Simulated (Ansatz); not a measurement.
W: hydrostatic pressure series

Level of theory: Ansatz 0.2.0, DFT PBE, scalar-relativistic, plane waves, PAW. (420 eV cutoff, 18×18×18 k-mesh, Gaussian smearing of 0.10 eV, no spin polarisation)

Starting point, cell and atoms relaxed:

```
W
1.0
    -1.59178    1.59178    1.59178
     1.59178   -1.59178    1.59178
     1.59178    1.59178   -1.59178
W
1
Direct
  0.00000 0.00000 0.00000
```

Cell and atoms are relaxed at each pressure within the symmetry of the start, at zero temperature, so transitions that lower the symmetry aren't seen. The k-mesh given is that at zero pressure and may differ at others.

Spin–orbit coupling is left out, which can shift energies with elements as heavy as these.

Task: Give the structure at 30 GPa.

Result:
```
W
1.0
    -1.54855    1.54855    1.54855
     1.54855   -1.54855    1.54855
     1.54855    1.54855   -1.54855
W
1
Direct
  0.00000 0.00000 0.00000
```
Symmetry: Im-3m, No. 229, cubic system. Conventional cell: a = 3.097 Å, b = 3.097 Å, c = 3.097 Å, α = 90.00°, β = 90.00°, γ = 90.00°. Around W (site symmetry m-3m) lie 8 W at 2.68 Å.